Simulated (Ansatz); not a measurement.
Q: GeTe in space group R3m (No. 160; Ge on 3a, Te on 3a) is relaxed with plane-wave PAW r²SCAN (Ansatz code). What lattice parameters of the conventional cell result?

A: a = 4.188 Å, c = 11.075 Å.

Q: Give the free coordinates with the occupied sites.

A: In one choice of origin and axes:

```json
[
 {"atom": "Ge", "site": "3a", "symmetry": "3m", "x": "0.0000", "y": "0.0000", "z": "0.0079"},
 {"atom": "Te", "site": "3a", "symmetry": "3m", "x": "0.0000", "y": "0.0000", "z": "0.4711"}
]
```

Q: Is it a metal or does it have a gap at this level?

A: A gap of 0.59 eV, indirect.

Symmetry was held in the r²SCAN relaxation. A crystal of weakly bound layers computed without a dispersion correction: the cell and the soft elastic constants depend strongly on that. Spin–orbit coupling is left out wherever it is not named.

Potentials: the earlier of the program's two PAW sets.
